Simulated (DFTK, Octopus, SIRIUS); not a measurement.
C: programs and potentials compared

```xyz
2
Lattice="2.4562 0.0000 0.0000 -1.2281 2.1271 0.0000 0.0000 0.0000 8.5238" Properties=species:S:1:pos:R:3 pbc="T T T"
C     1.2009    0.7120   -0.0051
C    -0.0179    1.4097   -0.0086
```

The cell holds a layer with vacuum beside it, so values per volume hang on the cell's height.

Atoms were shifted at random by some hundredths of an Å from the given cell, which wasn't relaxed again for these runs.

Alike in all runs: task single point; functional PBEsol; k mesh 12 × 12 × 3; occupations fermi-dirac, width 0.05 eV; no spin polarisation; no spin-orbit coupling.

```tsv
program and potentials	plane-wave cutoff (eV)	notes	largest force (eV/Å)	energy over the undisturbed cell (meV/atom)
DFTK, PseudoDojo SR PBEsol 0.4.1 standard (PBEsol)	1116	-	0.714	2.36
Octopus, pseudodojo_pbesol (PseudoDojo 0.4, PBEsol)	-	-	0.714	2.22
SIRIUS, PseudoDojo 0.4.1 PBEsol standard (scalar relativistic)	1127	-	0.714	2.36
```

Force on atom 1 (C), eV/Å:

```
                                        program and potentials      x       y       z
            DFTK, PseudoDojo SR PBEsol 0.4.1 standard (PBEsol)  0.461  -0.542  -0.059
           Octopus, pseudodojo_pbesol (PseudoDojo 0.4, PBEsol)  0.461  -0.542  -0.059
SIRIUS, PseudoDojo 0.4.1 PBEsol standard (scalar relativistic)  0.461  -0.542  -0.059
```

Differences between rows come from potentials, basis sets and numerical settings, since the functional is the same but for its coding. Runs on potential files found faulty are left out.
